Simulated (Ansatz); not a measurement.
**BeS (F-43m): zone-centre phonons and dielectric response**

Perturbation theory with PBEsol in the plane-wave code Ansatz on the PBEsol cell, ground state and force constants on an 8×8×8 mesh. The values are computed, spin-unpolarised, and not measurements.

Space group F-43m (No. 216), cubic; conventional cell a = 4.838 Å, 14.15 Å³ an atom. Be has 4 S at 2.09 Å; S has 4 Be at 2.09 Å.

```cif
data_structure
_symmetry_space_group_name_H-M 'P 1'
_symmetry_Int_Tables_number 1
_cell_length_a 3.4207
_cell_length_b 3.4207
_cell_length_c 3.4207
_cell_angle_alpha 60.000
_cell_angle_beta 60.000
_cell_angle_gamma 60.000
_cell_volume 28.30
loop_
_atom_site_label
_atom_site_type_symbol
_atom_site_fract_x
_atom_site_fract_y
_atom_site_fract_z
_atom_site_occupancy
Be1 Be 0.00000 0.00000 0.00000 1
S1 S 0.75000 0.75000 0.75000 1
```

Optical modes without the longitudinal term:
```csv
ω (cm⁻¹),degeneracy,"IR intensity, summed over the level ((D/Å)²/amu)"
577,3,24.67
```

The optical mode at Γ lies at 577 cm⁻¹ without the longitudinal term. With the long-range field the highest mode reaches 670 cm⁻¹.

The electronic dielectric tensor ε∞ is 5.38 in all directions. With the ions relaxed, ε⁰ is 7.2 in all directions. Born charges, averaged over directions: Be +1.58, S -1.58 e.

With one polar mode in a cubic crystal the Lyddane-Sachs-Teller relation applies: (ω_LO/ω_TO)² = (669.6/577.3)² = 1.345, and ε⁰/ε∞ = 7.244/5.384 = 1.345. The refractive index √ε∞ is 2.32.

For comparison, on the r2SCAN cell the mean ε∞ is 4.94 with r2SCAN (ground state on 8×8×8; least gap 3.59 eV), 5.25 with PBE (ground state on 8×8×8; least gap 3.14 eV).
